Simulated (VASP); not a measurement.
Input of a VASP 6.6.1 run:

The input INCAR:

```
SYSTEM = Pd
PREC = Accurate
ENCUT = 520
EDIFF = 1E-7
ISMEAR = -1
SIGMA = 0.05
LREAL = .False.
LASPH = .True.
NELM = 60
ALGO = Normal
ISIF = 2
LWAVE = .False.
LCHARG = .False.
GGA = PS
NBANDS = 11
```

KPOINTS

```
Automatic mesh
0
Gamma
  12 12 12
  0 0 0
```

POSCAR

```
Pd
1.0
   -0.0111260000      1.9552170000      1.9418620000
    1.9710740000      0.0063410000      1.9243950000
    1.9644410000      1.9311180000      0.0129730000
Pd
1
Direct
    0.0238370000     -0.0169870000     -0.0029670000
```

Potentials or basis: VASP PAW PBE potentials, release 64 (Pd).

The run is started by

```console
$ cat potpaw_PBE.64/Pd/POTCAR > POTCAR
$ mpirun -np 1 vasp_std > vasp.out
```

Question: What does it give for the pressure?

Answer: -3.1 GPa.

Question: Predict the band gap on the k mesh.

Answer: None (metal or under the smearing width).

Stress tensor (GPa, compression positive):
```
-4.01  0.60  0.19
 0.60 -2.87 -1.32
 0.19 -1.32 -2.55
```

Caveat: the PAW data sets were made with another functional, which shifts forces and pressure a little.
